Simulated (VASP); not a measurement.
Write the native input for VASP 6.6.1 that does the following.

| Item | Value |
| --- | --- |
| Task | relaxation of cell and atoms |
| Functional | LDA |
| Potentials or basis | VASP PAW LDA potentials, release 64 (Si) |
| Cutoff | 600 eV |
| k mesh | 8 × 8 × 8 |
| Occupations | gaussian, width 0.02 eV |
| Spin | no spin polarisation |
| Dipole correction | no |
| Further INCAR settings | ALGO = Fast; EDIFF = 1e-06; IBRION = 2; EDIFFG = -0.002; NSW = 100; ISIF = 3 |

The structure of Si lies in POSCAR:

```
Si
1.0
    0.0000000000      2.7218511900      2.7218511900
    2.7218511900      0.0000000000      2.7218511900
    2.7218511900      2.7218511900      0.0000000000
Si
2
Direct
    0.0000000000      0.0000000000      0.0000000000
    0.2500000000      0.2500000000      0.2500000000
```

The input as run:

INCAR

```
SYSTEM = Si
PREC = Accurate
ENCUT = 600
EDIFF = 1E-6
ISMEAR = 0
SIGMA = 0.02
LREAL = .False.
LASPH = .True.
NELM = 100
ALGO = Fast
ISIF = 3
LWAVE = .False.
LCHARG = .False.
GGA = CA
IBRION = 2
NSW = 100
EDIFFG = -0.002
```

KPOINTS

```
regular mesh
0
Gamma
  8 8 8
  0 0 0
```

Potentials or basis: VASP PAW LDA potentials, release 64 (Si).

Command:

```console
$ cat potpaw_LDA.64/Si/POTCAR > POTCAR
$ mpirun -np 1 vasp_std > vasp.out
```

Results of the run:

| Item | Value |
| --- | --- |
| Relaxed volume | 19.72 Å³/atom |
| Relaxed cell | a = 3.821 Å, b = 3.821 Å, c = 3.821 Å, α = 60.00°, β = 60.00°, γ = 60.00° |
| Space group after relaxing (to 0.05 Å) | Fd-3m (No. 227) |
| Energy gained by relaxing | 3.0 meV/atom |
| Ionic steps | 3 |
| Pressure after relaxing | 0.0 GPa |
| Band gap on the k mesh | 0.49 eV, indirect (least direct gap 2.53 eV) |

It took 11 s on 1 thread of Intel(R) Xeon(R) Platinum 8375C CPU @ 2.90GHz (Ice Lake), on a shared host, peak memory 0.15 GiB.
